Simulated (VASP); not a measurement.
GaN:

```
CELL_PARAMETERS angstrom
0.00000 2.25350 2.25350
2.25350 0.00000 2.25350
2.25350 2.25350 0.00000
ATOMIC_POSITIONS crystal
Ga 0.00000 0.00000 0.00000
N 0.25000 0.25000 0.25000
```

The cell is a database's computed one.

Base run:

* Program: VASP 6.6.1
* Functional: TB-mBJ
* Potentials or basis: VASP PAW PBE potentials, release 64 (Ga_d, N)
* Cutoff: 520 eV
* k mesh: 10 × 10 × 10
* Occupations: gaussian, width 0.02 eV
* Spin: no spin polarisation

Its results: band gap on the k mesh 2.87 eV, direct.

Task: The run is repeated on the same cell with these changes: functional from TB-mBJ to PBEsol. What comes out?

Result: Band gap on the k mesh 1.68 eV, direct.
